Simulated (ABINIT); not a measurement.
An input for ABINIT 10.8.3 (CdTe (F-43m)):

```
acell 3*1.0 Angstrom
rprim 
  0.000000000000 3.240000000000 3.240000000000
  3.240000000000 0.000000000000 3.240000000000
  3.240000000000 3.240000000000 0.000000000000
ntypat 2
znucl 48 52
natom 2
typat 1 2
xred 
  0.000000000000 0.000000000000 0.000000000000
  0.250000000000 0.250000000000 0.250000000000
pp_dirpath "pseudos"
pseudos "Cd.upf, Te.upf"
ecut 47
ngkpt 4 4 4
nshiftk 1
shiftk 0 0 0
kptopt 1
chksymbreak 0
istwfk *1
occopt 1
irdwfk 1
optdriver 4
nband 116
gwcalctyp 0
ecutsigx 47
symsigma 1
nkptgw 3
kptgw 
  0.0000000000 0.0000000000 0.0000000000
  0.5000000000 0.0000000000 0.0000000000
  0.5000000000 0.5000000000 0.0000000000
bdgw 
  20 26
  21 25
  21 24
ecuteps 7.4
irdscr 1
ppmodel 1
indata_prefix "in"
outdata_prefix "out"
tmpdata_prefix "tmp"
```

```sh
OMP_NUM_THREADS=1 mpirun -n 4 abinit run.abi > log
```

How long will it take on 4 MPI ranks of Arm Neoverse V1, shared host, and how much memory?

It took 58 s; on shared hardware allow 29 s to 1.9 min. Peak host memory was 2.0 GiB.

[Paths, hosts, dates, memory and timing lines, banners, echoed tables and standing remarks are left out of the program output.]

[Logs are printed without paths, hosts, clocks, repeated set-up lines and the standing remarks that a program may print on its own settings, such as how far it seeks lower states.]

[Runs of the session that timed out or met a known fault of the program may be left out.]

[Hosts, paths, dates, database ids (printed as entryN), source tags and the programs' standing remarks are cut or masked in the printed files.]

[G0W0 gaps are taken among the corrected bands and points alone; a level outside them can change the order at an edge.]

[Where Ansatz stands beside ABINIT at settings called matched, ABINIT's density can come from a denser mesh and the files from another edition; pairs whose starting gaps differed by over 0.03 eV were left out, so agreement reads better than it is.]
